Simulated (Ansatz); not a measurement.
Crystal: SnO.

```
Sn O
1.0
     3.35500    0.00000    0.00000
     0.00000    5.67410    0.00000
     0.00000    0.00000    4.22197
Sn O
2 2
Direct
  0.50000 0.76809 0.01314
  0.00000 0.23191 0.51314
  0.50000 0.10875 0.23686
  0.00000 0.89125 0.73686
```

The cell comes from a database or a generator and needn't be the stable form of this composition.

| Property | Result |
| --- | --- |
| Program | Ansatz 0.2.0 |
| Task | single point |
| Functional | PBEsol |
| Potentials or basis | all-electron LAPW, scalar-relativistic |
| Cutoff | 371 eV (chosen from the basis error) |
| Basis error allowed | 0.001 eV/atom |
| k mesh | 8 × 5 × 6 |
| Occupations | fermi-dirac, width 0.05 eV |
| Spin | no spin polarisation |

On this cell: pressure -3.1 GPa; largest force 0.426 eV/Å; band gap on the k mesh 1.44 eV, indirect (least direct gap 2.02 eV).

The same run follows on a disturbed copy (atoms moved at random, drawn with an rms of 0.05 Å):

```
CELL_PARAMETERS angstrom
3.35500 0.00000 0.00000
0.00000 5.67410 0.00000
0.00000 0.00000 4.22197
ATOMIC_POSITIONS crystal
Sn 0.51597 0.76695 0.00432
Sn 0.99489 0.23071 0.51736
O 0.50538 0.10886 0.24849
O 0.99146 0.88834 0.74462
```

What does the disturbed cell give?

The energy moves by +10.2 meV/atom; pressure -1.9 GPa; largest force 0.844 eV/Å; band gap on the k mesh 1.46 eV, indirect (least direct gap 2.06 eV).

Forces in eV/Å, atoms in the order of the input:
```
Sn  -0.574  0.151  0.514
Sn   0.192 -0.266 -0.029
O   -0.222 -0.378 -0.159
O    0.603  0.493 -0.327
```

Stress tensor (GPa, compression positive):
```
-1.78  0.95 -0.67
 0.95 -2.53 -1.11
-0.67 -1.11 -1.32
```

Caveats: spin-orbit coupling is left out, which moves the levels of the heavy elements; an odd mesh through Γ misses points on the zone boundary, where band edges often lie.
